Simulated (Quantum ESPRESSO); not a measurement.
Wanted: the native input for a Quantum ESPRESSO 7.5 run.

```yaml
Task: relaxation of cell and atoms
Functional: PBE
Potentials_or_basis: SSSP 1.3 efficiency PBE
Cutoff: 939 eV
Density_cutoff: 6884 eV
k_mesh: 7 × 7 × 7
Occupations: fermi-dirac, width 0.05 eV
Spin: no spin polarisation
Target_pressure: 20 GPa
Mixing_beta: 0.5
Most_SCF_iterations: 120
SCF_threshold: 4e-10 Ry
Most_ionic_steps: 40
Forc_conv_thr: 0.0004 Ry/bohr
Etot_conv_thr: 1e-05 Ry
Ion_dynamics: bfgs
Cell_dynamics: bfgs
Press_conv_thr: 0.3 kbar
```

The system is HgTe (Coloradoite).

```xyz
2
Lattice="0.0000 3.2145 3.2145 3.2145 0.0000 3.2145 3.2145 3.2145 0.0000" Properties=species:S:1:pos:R:3 pbc="T T T"
Hg    0.0000    0.0000    0.0000
Te    4.8217    4.8217    4.8217
```

One way to write it, as run:

pw.in

```
&CONTROL
  calculation = 'vc-relax'
  prefix = 'pwscf'
  outdir = './tmp'
  pseudo_dir = './pseudo'
  tprnfor = .true.
  tstress = .true.
  disk_io = 'low'
  nstep = 40
  forc_conv_thr = 0.0004
  etot_conv_thr = 1d-05
/
&SYSTEM
  ibrav = 0
  nat = 2
  ntyp = 2
  ecutwfc = 69
  ecutrho = 506
  nbnd = 20
  occupations = 'smearing'
  smearing = 'fd'
  degauss = 0.00367493
/
&ELECTRONS
  conv_thr = 4d-10
  electron_maxstep = 120
  mixing_beta = 0.5
/
&IONS
  ion_dynamics = 'bfgs'
/
&CELL
  cell_dynamics = 'bfgs'
  press = 200
  press_conv_thr = 0.3
/
ATOMIC_SPECIES
Hg   200.5920 Hg_ONCV_PBE-1.0.oncvpsp.upf
Te   127.6000 Te_pbe_v1.uspp.F.UPF
CELL_PARAMETERS bohr
   0.0000000000    6.0745246276    6.0745246276
   6.0745246276    0.0000000000    6.0745246276
   6.0745246276    6.0745246276    0.0000000000
ATOMIC_POSITIONS bohr
Hg     0.0000000000    0.0000000000    0.0000000000
Te     9.1117869414    9.1117869414    9.1117869414
K_POINTS automatic
7 7 7 0 0 0
```

Potentials or basis: SSSP 1.3 efficiency PBE.

The run is started by

```sh
$ OMP_NUM_THREADS=1 pw.x -in pw.in > pw.out
```

Results of the run:

- Relaxed volume: 27.89 Å³/atom
- Relaxed cell: a = 4.289 Å, b = 4.289 Å, c = 4.289 Å, α = 60.00°, β = 60.00°, γ = 60.00°
- Space group after relaxing (to 0.05 Å): F-43m (No. 216)
- Energy change on relaxing (the enthalpy is what falls): +371.8 meV/atom
- Ionic steps: 6
- Pressure after relaxing: 20.0 GPa
- Band gap on the k mesh: none (metal or under the smearing width)

Caveat: the volume moved by over 15 % at a fixed basis, so the end points are rough.

Run time: 4.1 min on 1 thread of Arm Neoverse V1 (shared host), peak memory 0.29 GiB.
